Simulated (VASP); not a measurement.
Write the native input for VASP 6.6.1 that does the following.

```
Task                   : relaxation of shape and atoms at fixed volume
Functional             : PBE
Dispersion             : D3(BJ)
Potentials or basis    : VASP PAW PBE potentials, release 64 (Bi_d, Te)
Cutoff                 : 600 eV
k mesh                 : 7 × 7 × 7
Occupations            : gaussian, width 0.03 eV
Spin                   : no spin polarisation
Further INCAR settings : ALGO = Fast; EDIFF = 1e-07; IBRION = 2; EDIFFG = -0.01; NSW = 40; ISIF = 4
```

The structure of Bi2Te3 (Tellurobismuthite) lies in POSCAR:

```
Bi2Te3                                  
1.0
    2.1634278192      1.2490556338      9.9555341054
   -2.1634278192      1.2490556338      9.9555341054
    0.0000000000     -2.4981112677      9.9555341054
  Bi              Te            
     2     3
Direct
     0.4001245877623609    0.4001245877623609    0.4001245877623609
     0.5998754122376390    0.5998754122376390    0.5998754122376390
     0.0000000000000000    0.0000000000000000    0.0000000000000000
     0.2092503255772209    0.2092503255772209    0.2092503255772209
     0.7907496744227791    0.7907496744227791    0.7907496744227791
```

The cell isn't the ideal one: a relaxed cell with its volume scaled by 0.96.

The input as run:

INCAR

```
SYSTEM = Bi2Te3
PREC = Accurate
ENCUT = 600
EDIFF = 1E-7
ISMEAR = 0
SIGMA = 0.03
LREAL = .False.
LASPH = .True.
NELM = 80
ALGO = Fast
ISIF = 4
LWAVE = .False.
LCHARG = .False.
GGA = PE
IVDW = 12
IBRION = 2
NSW = 40
EDIFFG = -0.01
```

KPOINTS

```
regular mesh
0
Gamma
  7 7 7
  0 0 0
```

Potentials or basis: VASP PAW PBE potentials, release 64 (Bi_d, Te).

Command:

```bash
$ cat potpaw_PBE.64/Bi_d/POTCAR potpaw_PBE.64/Te/POTCAR > POTCAR
$ mpirun -np 1 vasp_std > vasp.out
```

Results of the run:

```
Energy gained by relaxing  : 2.6 meV/atom
Ionic steps                : 7
Pressure after relaxing    : 1.8 GPa
Band gap on the k mesh     : 0.23 eV, direct
Dispersion energy per atom : -0.471 eV
```

Caveat: spin-orbit coupling is left out, which as a rule narrows the gap of such compounds by several tenths of an eV; an odd mesh through Γ misses points on the zone boundary, where band edges often lie.

Wall time 66 min on 1 thread of Intel(R) Xeon(R) 6975P-C (Granite Rapids), with other jobs on the host, peak memory 1.3 GiB.
